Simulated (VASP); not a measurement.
# Which magnetic order does zigzag Ru chain, bond 2.672 A take?

Aim: compare collinear orders of zigzag Ru chain, bond 2.672 A.

Method: PBEsol, DFT+U (Ru d 2 eV), spin-polarised, from parallel moments; plane waves and PAW (Ru_pv), in the first sound run; inputs show where later runs differ, in VASP 6.6.1.

## (1) Set-up

The cell holds 4 atoms: 4 Ru. Its edges and angles: a = 12.000 Å, b = 12.000 Å, c = 6.413 Å, α = 90.0°, β = 90.0°, γ = 90.0°. It derives from Ru (zigzag Ru chain, bond 2.672 A), repeated 1×1×2. model lattice. Vacuum lies along a and b. The structure's axis is c.

Coordinates:

```
Ru
1.0
    12.00000    0.00000    0.00000
     0.00000   12.00000    0.00000
     0.00000    0.00000    6.41280
Ru
4
Direct
  0.41093 0.50000 0.00000
  0.41093 0.50000 0.50000
  0.58907 0.50000 0.25000
  0.58907 0.50000 0.75000
```

## (2) Magnetic order, start order fm, signs ++++

Each run starts from other signs of the moments at the same geometry and cutoff; gentle mixing helps it keep them. Any wave vector in a name is a fraction of the reciprocal vectors of the first cell as typed.

File INCAR:

```
SYSTEM = Ru
PREC = Normal
ENCUT = 350
EDIFF = 1E-06
NELM = 150
ISMEAR = 1
SIGMA = 0.05
LREAL = .FALSE.
ALGO = Normal
GGA = PS
NBANDS = 42
ISPIN = 2
MAGMOM = 1 1 1 1
LDAU = .TRUE.
LDAUTYPE = 2
LDAUL = 2
LDAUU = 2
LDAUJ = 0
LDAUPRINT = 1
LASPH = .TRUE.
LMAXMIX = 4
LORBIT = 11
LWAVE = .FALSE.
LCHARG = .TRUE.
NCORE = 2
AMIX = 0.2
BMIX = 1E-04
AMIX_MAG = 0.8
BMIX_MAG = 1E-04
```

File POSCAR:

```
Ru
1.0
   12.0000000000      0.0000000000      0.0000000000
    0.0000000000     12.0000000000      0.0000000000
    0.0000000000      0.0000000000      6.4128000000
Ru
4
Direct
    0.4109333333      0.5000000000      0.0000000000
    0.4109333333      0.5000000000      0.5000000000
    0.5890666667      0.5000000000      0.2500000000
    0.5890666667      0.5000000000      0.7500000000
```

File KPOINTS:

```
Automatic mesh
0
Gamma
1 1 7
0 0 0
```

Potentials, in the order of the species: Ru_pv (PBE family, release 64).

Launch:

```
> mpirun -np 2 vasp_std
```

Output:

```text
[banner, memory and clock lines left out]
running    2 mpi-ranks, on    1 nodes
 distrk:  each k-point on    2 cores,    1 groups
 distr:  one band on    2 cores,    1 groups

 POSCAR found type information on POSCAR Ru
 POSCAR found :  1 types and       4 ions
|                                                                             |
|               ----> ADVICE to this user running VASP <----                  |
|                                                                             |
|     You enforced a specific xc type in the INCAR file but a different       |
|     [... a line on the potential file left out ...]
|     I HOPE YOU KNOW WHAT YOU ARE DOING!                                     |
|                                                                             |

 LDA part: xc-table for (Slater+PW92), standard interpolation
 POSCAR, INCAR and KPOINTS ok, starting setup
 FFT: planning ... GRIDC
 FFT: planning ... GRID_SOFT
 FFT: planning ... GRID
 WAVECAR not read
 entering main loop
       N       E                     dE             d eps       ncg     rms          rms(c)
DAV:   1     0.252827215645E+03    0.25283E+03   -0.23774E+04   928   0.683E+02
DAV:   2     0.154754630083E+02   -0.23735E+03   -0.22136E+03   906   0.184E+02
DAV:   3    -0.128743228019E+02   -0.28350E+02   -0.25384E+02   864   0.453E+01
DAV:   4    -0.137317326325E+02   -0.85741E+00   -0.81071E+00   756   0.755E+00
DAV:   5    -0.137599077875E+02   -0.28175E-01   -0.28145E-01   890   0.133E+00    0.111E+01
DAV:   6    -0.143938970066E+02   -0.63399E+00   -0.28321E+00   692   0.793E+00    0.814E+00
DAV:   7    -0.152942134705E+02   -0.90032E+00   -0.17433E+00   738   0.553E+00    0.539E+00
DAV:   8    -0.155453228269E+02   -0.25111E+00   -0.35080E-01   744   0.300E+00    0.267E+00
DAV:   9    -0.155407642738E+02    0.45586E-02   -0.88217E-02   774   0.124E+00    0.182E+00
DAV:  10    -0.155426430807E+02   -0.18788E-02   -0.47036E-02   770   0.115E+00    0.906E-01
DAV:  11    -0.155459093525E+02   -0.32663E-02   -0.79797E-03   736   0.403E-01    0.616E-01
DAV:  12    -0.155476652577E+02   -0.17559E-02   -0.11395E-02   708   0.491E-01    0.279E-01
DAV:  13    -0.155486426434E+02   -0.97739E-03   -0.24548E-03   694   0.263E-01    0.161E-01
DAV:  14    -0.155487779337E+02   -0.13529E-03   -0.51822E-04   702   0.102E-01    0.614E-02
DAV:  15    -0.155488385328E+02   -0.60599E-04   -0.58971E-05   926   0.391E-02    0.389E-02
DAV:  16    -0.155488782873E+02   -0.39755E-04   -0.27496E-05   718   0.363E-02    0.242E-02
DAV:  17    -0.155489033999E+02   -0.25113E-04   -0.10741E-05   748   0.166E-02    0.160E-02
DAV:  18    -0.155489135387E+02   -0.10139E-04   -0.63903E-06   666   0.120E-02    0.126E-02
DAV:  19    -0.155489204540E+02   -0.69153E-05   -0.60527E-06   638   0.137E-02    0.879E-03
DAV:  20    -0.155489237037E+02   -0.32497E-05   -0.49523E-06   662   0.116E-02    0.576E-03
DAV:  21    -0.155489267877E+02   -0.30840E-05   -0.16019E-06   522   0.650E-03    0.414E-03
DAV:  22    -0.155489268291E+02   -0.41392E-07   -0.21354E-06   550   0.738E-03
   1 F= -.15548927E+02 E0= -.15548975E+02  d E =0.145131E-03  mag=    12.2582
```

The job ended after 44 s (2 MPI ranks of Intel Xeon 6975P-C (Granite Rapids), shared host; peak memory 0.54 GiB).

Lines that name or quote the potential files are left out of all logs, and their timing lines are given in words.

From OUTCAR (step 2):

```text
ion  position               nearest neighbor table
   1  0.411  0.500  0.000-   3 2.67   4 2.67   2 3.21   2 3.21
   2  0.411  0.500  0.500-   3 2.67   4 2.67   1 3.21   1 3.21
   3  0.589  0.500  0.250-   1 2.67   2 2.67   4 3.21   4 3.21
   4  0.589  0.500  0.750-   1 2.67   2 2.67   3 3.21   3 3.21

  LATTYP: Found a simple tetragonal cell.
 ALAT       =    12.0000000000
 C/A-ratio  =     0.5344000000

 Subroutine GETGRP returns: Found  8 space group operations
 (whereof  4 operations were pure point group operations)

The static configuration has the point symmetry C_2v.
 The point group associated with its full space group is D_2h.

 Found      4 irreducible k-points:

   k-points           NKPTS =      4   k-points in BZ     NKDIM =      4   number of bands    NBANDS=     42

   dimension x,y,z NGX =    56 NGY =   56 NGZ =   30
   dimension x,y,z NGXF=   112 NGYF=  112 NGZF=   60

   ENCUT  =  350.0 eV  25.72 Ry    5.07 a.u.  18.31 18.31  9.78*2*pi/ulx,y,z

   NELECT =      56.0000    total number of electrons

 k-points in reciprocal lattice and weights: Automatic mesh
   0.00000000  0.00000000  0.00000000       0.143
   0.00000000  0.00000000  0.14285714       0.286
   0.00000000  0.00000000  0.28571429       0.286
   0.00000000  0.00000000  0.42857143       0.286

atom =   1  type =  1  l = 2

 onsite density matrix

spin component  1

  0.8759 -0.0000  0.0000  0.0000  0.0000
 -0.0000  0.8734 -0.0000 -0.0000  0.0000
  0.0000 -0.0000  0.8461 -0.0000  0.0100
  0.0000 -0.0000 -0.0000  0.8484 -0.0000
  0.0000  0.0000  0.0100 -0.0000  0.8712

spin component  2

  0.3147  0.0000 -0.0000 -0.0000  0.0000
  0.0000  0.3037  0.0000 -0.0000 -0.0000
 -0.0000  0.0000  0.2698  0.0000 -0.0386
 -0.0000 -0.0000  0.0000  0.4765  0.0000
  0.0000 -0.0000 -0.0386  0.0000  0.2672

 occupancies and eigenvectors

  o =  0.2299  v =  0.0000  0.0000  0.0000  0.0000  0.0000  0.0000  0.0000  0.6950 -0.0000  0.7190      0.0000  0.0000  0.0000  0.0000  0.0000  0.0000  0.0000  0.0000  0.0000  0.0000
  o =  0.3037  v =  0.0000  0.0000  0.0000  0.0000  0.0000  0.0000 -1.0000  0.0000  0.0000 -0.0000      0.0000  0.0000  0.0000  0.0000  0.0000  0.0000  0.0000  0.0000  0.0000  0.0000
  o =  0.3071  v =  0.0000  0.0000  0.0000  0.0000  0.0000  0.0000  0.0000  0.7190  0.0000 -0.6950      0.0000  0.0000  0.0000  0.0000  0.0000  0.0000  0.0000  0.0000  0.0000  0.0000
  o =  0.3147  v =  0.0000  0.0000  0.0000  0.0000  0.0000  1.0000  0.0000  0.0000  0.0000  0.0000      0.0000  0.0000  0.0000  0.0000  0.0000  0.0000  0.0000  0.0000  0.0000  0.0000
  o =  0.4765  v =  0.0000  0.0000  0.0000  0.0000  0.0000  0.0000 -0.0000  0.0000 -1.0000 -0.0000      0.0000  0.0000  0.0000  0.0000  0.0000  0.0000  0.0000  0.0000  0.0000  0.0000
  o =  0.8426  v =  0.0000 -0.0000  0.9436 -0.0000 -0.3310  0.0000  0.0000  0.0000  0.0000  0.0000      0.0000  0.0000  0.0000  0.0000  0.0000  0.0000  0.0000  0.0000  0.0000  0.0000
  o =  0.8484  v =  0.0000 -0.0000  0.0000  1.0000 -0.0000  0.0000  0.0000  0.0000  0.0000  0.0000      0.0000  0.0000  0.0000  0.0000  0.0000  0.0000  0.0000  0.0000  0.0000  0.0000
  o =  0.8734  v =  0.0000 -1.0000 -0.0000 -0.0000 -0.0000  0.0000  0.0000  0.0000  0.0000  0.0000      0.0000  0.0000  0.0000  0.0000  0.0000  0.0000  0.0000  0.0000  0.0000  0.0000
  o =  0.8747  v =  0.0000  0.0000 -0.3310 -0.0000 -0.9436  0.0000  0.0000  0.0000  0.0000  0.0000      0.0000  0.0000  0.0000  0.0000  0.0000  0.0000  0.0000  0.0000  0.0000  0.0000
  o =  0.8759  v =  1.0000  0.0000  0.0000  0.0000  0.0000  0.0000  0.0000  0.0000  0.0000  0.0000      0.0000  0.0000  0.0000  0.0000  0.0000  0.0000  0.0000  0.0000  0.0000  0.0000

atom =   2  type =  1  l = 2

 onsite density matrix

spin component  1

  0.8759 -0.0000 -0.0000 -0.0000  0.0000
 -0.0000  0.8734  0.0000 -0.0000 -0.0000
 -0.0000  0.0000  0.8461 -0.0000  0.0100
 -0.0000 -0.0000 -0.0000  0.8484 -0.0000
  0.0000 -0.0000  0.0100 -0.0000  0.8712

spin component  2

  0.3147  0.0000 -0.0000 -0.0000  0.0000
  0.0000  0.3037  0.0000 -0.0000  0.0000
 -0.0000  0.0000  0.2698  0.0000 -0.0386
 -0.0000 -0.0000  0.0000  0.4765  0.0000
  0.0000  0.0000 -0.0386  0.0000  0.2672

 occupancies and eigenvectors

  o =  0.2299  v =  0.0000  0.0000  0.0000  0.0000  0.0000  0.0000  0.0000  0.6950  0.0000  0.7190      0.0000  0.0000  0.0000  0.0000  0.0000  0.0000  0.0000  0.0000  0.0000  0.0000
  o =  0.3037  v =  0.0000  0.0000  0.0000  0.0000  0.0000  0.0000 -1.0000 -0.0000 -0.0000  0.0000      0.0000  0.0000  0.0000  0.0000  0.0000  0.0000  0.0000  0.0000  0.0000  0.0000
  o =  0.3071  v =  0.0000  0.0000  0.0000  0.0000  0.0000  0.0000 -0.0000  0.7190  0.0000 -0.6950      0.0000  0.0000  0.0000  0.0000  0.0000  0.0000  0.0000  0.0000  0.0000  0.0000
  o =  0.3147  v =  0.0000  0.0000  0.0000  0.0000  0.0000  1.0000  0.0000  0.0000  0.0000  0.0000      0.0000  0.0000  0.0000  0.0000  0.0000  0.0000  0.0000  0.0000  0.0000  0.0000
  o =  0.4765  v =  0.0000  0.0000  0.0000  0.0000  0.0000  0.0000  0.0000  0.0000 -1.0000 -0.0000      0.0000  0.0000  0.0000  0.0000  0.0000  0.0000  0.0000  0.0000  0.0000  0.0000
  o =  0.8426  v =  0.0000  0.0000 -0.9436  0.0000  0.3310  0.0000  0.0000  0.0000  0.0000  0.0000      0.0000  0.0000  0.0000  0.0000  0.0000  0.0000  0.0000  0.0000  0.0000  0.0000
  o =  0.8484  v =  0.0000  0.0000  0.0000  1.0000  0.0000  0.0000  0.0000  0.0000  0.0000  0.0000      0.0000  0.0000  0.0000  0.0000  0.0000  0.0000  0.0000  0.0000  0.0000  0.0000
  o =  0.8734  v =  0.0000 -1.0000 -0.0000  0.0000 -0.0000  0.0000  0.0000  0.0000  0.0000  0.0000      0.0000  0.0000  0.0000  0.0000  0.0000  0.0000  0.0000  0.0000  0.0000  0.0000
  o =  0.8747  v =  0.0000 -0.0000  0.3310 -0.0000  0.9436  0.0000  0.0000  0.0000  0.0000  0.0000      0.0000  0.0000  0.0000  0.0000  0.0000  0.0000  0.0000  0.0000  0.0000  0.0000
  o =  0.8759  v =  1.0000  0.0000  0.0000  0.0000  0.0000  0.0000  0.0000  0.0000  0.0000  0.0000      0.0000  0.0000  0.0000  0.0000  0.0000  0.0000  0.0000  0.0000  0.0000  0.0000

atom =   3  type =  1  l = 2

 onsite density matrix

spin component  1

  0.8759 -0.0000  0.0000  0.0000  0.0000
 -0.0000  0.8734 -0.0000  0.0000 -0.0000
  0.0000 -0.0000  0.8461 -0.0000  0.0100
  0.0000  0.0000 -0.0000  0.8484 -0.0000
  0.0000 -0.0000  0.0100 -0.0000  0.8712

spin component  2

  0.3147  0.0000 -0.0000  0.0000 -0.0000
  0.0000  0.3037  0.0000 -0.0000  0.0000
 -0.0000  0.0000  0.2698  0.0000 -0.0386
  0.0000 -0.0000  0.0000  0.4765 -0.0000
 -0.0000  0.0000 -0.0386 -0.0000  0.2672

 occupancies and eigenvectors

[...]
o =  0.8734  v =  0.0000  1.0000 -0.0000  0.0000 -0.0000  0.0000  0.0000  0.0000  0.0000  0.0000      0.0000  0.0000  0.0000  0.0000  0.0000  0.0000  0.0000  0.0000  0.0000  0.0000
  o =  0.8747  v =  0.0000  0.0000  0.3310  0.0000  0.9436  0.0000  0.0000  0.0000  0.0000  0.0000      0.0000  0.0000  0.0000  0.0000  0.0000  0.0000  0.0000  0.0000  0.0000  0.0000
  o =  0.8759  v =  1.0000  0.0000  0.0000  0.0000  0.0000  0.0000  0.0000  0.0000  0.0000  0.0000      0.0000  0.0000  0.0000  0.0000  0.0000  0.0000  0.0000  0.0000  0.0000  0.0000

atom =   4  type =  1  l = 2

 onsite density matrix

spin component  1

  0.8759 -0.0000  0.0000 -0.0000  0.0000
 -0.0000  0.8734 -0.0000  0.0000 -0.0000
  0.0000 -0.0000  0.8461 -0.0000  0.0100
 -0.0000  0.0000 -0.0000  0.8484 -0.0000
  0.0000 -0.0000  0.0100 -0.0000  0.8712

spin component  2

  0.3147  0.0000 -0.0000  0.0000  0.0000
  0.0000  0.3037  0.0000  0.0000  0.0000
 -0.0000  0.0000  0.2698  0.0000 -0.0386
  0.0000  0.0000  0.0000  0.4765 -0.0000
  0.0000  0.0000 -0.0386 -0.0000  0.2672

 occupancies and eigenvectors

  o =  0.2299  v =  0.0000  0.0000  0.0000  0.0000  0.0000  0.0000 -0.0000 -0.6950  0.0000 -0.7190      0.0000  0.0000  0.0000  0.0000  0.0000  0.0000  0.0000  0.0000  0.0000  0.0000
  o =  0.3037  v =  0.0000  0.0000  0.0000  0.0000  0.0000  0.0000 -1.0000 -0.0000  0.0000  0.0000      0.0000  0.0000  0.0000  0.0000  0.0000  0.0000  0.0000  0.0000  0.0000  0.0000
  o =  0.3071  v =  0.0000  0.0000  0.0000  0.0000  0.0000  0.0000 -0.0000  0.7190 -0.0000 -0.6950      0.0000  0.0000  0.0000  0.0000  0.0000  0.0000  0.0000  0.0000  0.0000  0.0000
  o =  0.3147  v =  0.0000  0.0000  0.0000  0.0000  0.0000  1.0000  0.0000  0.0000  0.0000  0.0000      0.0000  0.0000  0.0000  0.0000  0.0000  0.0000  0.0000  0.0000  0.0000  0.0000
  o =  0.4765  v =  0.0000  0.0000  0.0000  0.0000  0.0000  0.0000  0.0000  0.0000  1.0000  0.0000      0.0000  0.0000  0.0000  0.0000  0.0000  0.0000  0.0000  0.0000  0.0000  0.0000
  o =  0.8426  v =  0.0000  0.0000  0.9436  0.0000 -0.3310  0.0000  0.0000  0.0000  0.0000  0.0000      0.0000  0.0000  0.0000  0.0000  0.0000  0.0000  0.0000  0.0000  0.0000  0.0000
  o =  0.8484  v =  0.0000 -0.0000  0.0000 -1.0000 -0.0000  0.0000  0.0000  0.0000  0.0000  0.0000      0.0000  0.0000  0.0000  0.0000  0.0000  0.0000  0.0000  0.0000  0.0000  0.0000
  o =  0.8734  v =  0.0000 -1.0000 -0.0000  0.0000 -0.0000  0.0000  0.0000  0.0000  0.0000  0.0000      0.0000  0.0000  0.0000  0.0000  0.0000  0.0000  0.0000  0.0000  0.0000  0.0000
  o =  0.8747  v =  0.0000 -0.0000  0.3310 -0.0000  0.9436  0.0000  0.0000  0.0000  0.0000  0.0000      0.0000  0.0000  0.0000  0.0000  0.0000  0.0000  0.0000  0.0000  0.0000  0.0000
  o =  0.8759  v =  1.0000  0.0000  0.0000  0.0000  0.0000  0.0000  0.0000  0.0000  0.0000  0.0000      0.0000  0.0000  0.0000  0.0000  0.0000  0.0000  0.0000  0.0000  0.0000  0.0000

 average (electrostatic) potential at core
       1 -82.2681       2 -82.2681       3 -82.2681       4 -82.2681

 E-fermi :  -3.0453

 spin component 1
 k-point     1 :       0.0000    0.0000    0.0000
  band No.  band energies     occupation
    ...
     30      -4.9259      1.00000
     31      -4.7794      1.00000
     32      -4.7794      1.00000
     33      -3.7182      1.00000
     34      -3.4349      1.00000
     35      -1.6001      0.00000
     36      -1.3115      0.00000
     37      -1.3115      0.00000
     38      -0.6995      0.00000
     39       0.6341      0.00000
    ...

 k-point     2 :       0.0000    0.0000    0.1429
  band No.  band energies     occupation
    ...
     30      -5.0986      1.00000
     31      -4.9897      1.00000
     32      -4.5571      1.00000
     33      -3.8246      1.00000
     34      -3.3329      1.00000
     35      -2.5673     -0.00000
     36      -1.4713      0.00000
     37      -0.5457      0.00000
     38      -0.5407      0.00000
     39       0.3069      0.00000
    ...

 k-point     3 :       0.0000    0.0000    0.2857
  band No.  band energies     occupation
    ...
     30      -5.0876      1.00000
     31      -5.0563      1.00000
     32      -4.4330      1.00000
     33      -4.0516      1.00000
     34      -3.6674      1.00000
     35      -3.0424      0.45185
     36      -1.2991      0.00000
     37      -1.1156      0.00000
     38      -0.1557      0.00000
     39       0.8175      0.00000
    ...

 k-point     4 :       0.0000    0.0000    0.4286
  band No.  band energies     occupation
    ...
     30      -5.0276      1.00000
     31      -5.0186      1.00000
     32      -4.5524      1.00000
     33      -4.3512      1.00000
     34      -4.2457      1.00000
     35      -2.5944     -0.00000
     36      -2.0105      0.00000
     37      -0.5903      0.00000
     38       0.0625      0.00000
     39       0.3622      0.00000
    ...

 spin component 2
 k-point     1 :       0.0000    0.0000    0.0000
  band No.  band energies     occupation
    ...
     17      -4.1021      1.00000
     18      -4.0728      1.00000
     19      -4.0728      1.00000
     20      -3.9659      1.00000
     21      -3.3136      1.00000
     22      -2.5123     -0.00000
     23      -2.3121     -0.00000
     24      -2.2747     -0.00000
     25      -2.2746     -0.00000
     26      -2.2732     -0.00000
    ...

 k-point     2 :       0.0000    0.0000    0.1429
  band No.  band energies     occupation
    ...
     17      -4.1619      1.00000
     18      -4.0956      1.00000
     19      -3.9820      1.00000
     20      -3.9628      1.00000
     21      -3.2848      1.00000
     22      -2.7061     -0.00000
     23      -2.5693     -0.00000
     24      -2.4228     -0.00000
     25      -2.3194     -0.00000
     26      -2.2517     -0.00000
    ...

  Total      -12.2868217     -0.6372207    -16.5815731      0.0000000      0.0000000      0.0000000
  in kB      -21.3176805     -1.1055803    -28.7690900      0.0000000      0.0000000      0.0000000
  external PRESSURE =     -17.0641169 kB  Pullay stress =       0.0000000 kB

  energy-cutoff  :      350.00
  volume of cell :      923.44
      direct lattice vectors                 reciprocal lattice vectors
    12.000000000  0.000000000  0.000000000     0.083333333  0.000000000  0.000000000
     0.000000000 12.000000000  0.000000000     0.000000000  0.083333333  0.000000000
     0.000000000  0.000000000  6.412800000     0.000000000  0.000000000  0.155938124

 POSITION                                       TOTAL-FORCE (eV/Angst)
 -----------------------------------------------------------------------------------
      4.93120      6.00000      0.00000         2.732920      0.000000      0.000000
      4.93120      6.00000      3.20640         2.732920      0.000000      0.000000
      7.06880      6.00000      1.60320        -2.732920     -0.000000     -0.000000
      7.06880      6.00000      4.80960        -2.732920     -0.000000     -0.000000
 -----------------------------------------------------------------------------------
    total drift:                                0.000000      0.000000      0.000000

  FREE ENERGIE OF THE ION-ELECTRON SYSTEM (eV)
  ---------------------------------------------------
  free  energy   TOTEN  =       -15.5489268291 eV

  energy  without entropy=      -15.5490719603  energy(sigma->0) =      -15.54897521

 total charge
# of ion       s       p       d       tot
------------------------------------------
    1        0.311   6.039   5.908  12.258
    2        0.311   6.039   5.908  12.258
    3        0.311   6.039   5.908  12.258
    4        0.311   6.039   5.908  12.258
--------------------------------------------------
tot          1.244  24.157  23.632  49.033

 magnetization (x)
# of ion       s       p       d       tot
------------------------------------------
    1        0.041   0.012   2.672   2.725
    2        0.041   0.012   2.672   2.725
    3        0.041   0.012   2.672   2.725
    4        0.041   0.012   2.672   2.725
--------------------------------------------------
tot          0.163   0.048  10.689  10.900

[... 2 further parts left out ...]
```

A U on the itinerant d states of such a compound is hard to justify; it moves the bands at the Fermi level and favours large moments. The PAW data sets were made with PBE, which is usual practice but a small mismatch for other functionals.

Numbers from this step:

```yaml
electronic_cycles: 22
electrons: 56
free_energy_toten: -15.55 eV
fermi_energy: -3.045 eV
moment_of_the_cell_from_the_last_line_of_the_log: 12.26 μB
labelled_metallic_from_the_levels_on_this_mesh: yes
```

Spin moment in the PAW sphere by atom:

```csv
atom,spin moment in the PAW sphere (μB)
Ru1,2.73
Ru2,2.73
Ru3,2.73
Ru4,2.73
```

Force by atom:

```
atom  x (eV/Å)  y (eV/Å)  z (eV/Å)  size
 Ru1      2.73      0.00      0.00  2.73
 Ru2      2.73      0.00      0.00  2.73
 Ru3     -2.73      0.00      0.00  2.73
 Ru4     -2.73      0.00      0.00  2.73
```

(Part 1 of 5 ends here.)

[Lines on the potential files, build, host, timing and source positions are cut from VASP's logs without a mark.]

[Logs are printed without paths, hosts, clocks, repeated set-up lines and the standing remarks that a program may print on its own settings, such as how far it seeks lower states.]

[Hosts, paths, dates, database ids (printed as entryN), source tags and the programs' standing remarks are cut or masked in the printed files.]

[In band tables of VASP the shares of atoms and orbitals are scaled to a sum of 1 inside the atoms' spheres.]

[Runs that stopped without an error message from VASP are left out.]
